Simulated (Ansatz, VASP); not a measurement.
Cs: VASP beside Ansatz

```
Cs
1.0
     4.17062    0.00000    0.00000
     0.00000    4.17062    0.00000
     0.00000    0.00000    4.17062
Cs
1
Direct
  0.00000 0.00000 0.00000
```

Change from the starting cell: volume scaled by 0.7, LAPW.

Alike in both runs: task single point; functional LDA; k mesh 8 × 8 × 8; occupations fermi-dirac, width 0.1 eV; no spin polarisation.

```csv
,VASP,Ansatz
version,VASP 6.6.1,Ansatz 0.2.0
potentials or method,"VASP PAW LDA potentials, release 64 (Cs_sv), cutoff 520 eV","all-electron LAPW, scalar-relativistic"
```

```tsv
	VASP	Ansatz	Ansatz less VASP
pressure (GPa)	0.8	0.8	+0.02
```

Ansatz ran all-electron here, so the differences hold the error of VASP's frozen core and of both bases.

Spin-orbit coupling is left out, which matters for the levels of Cs.
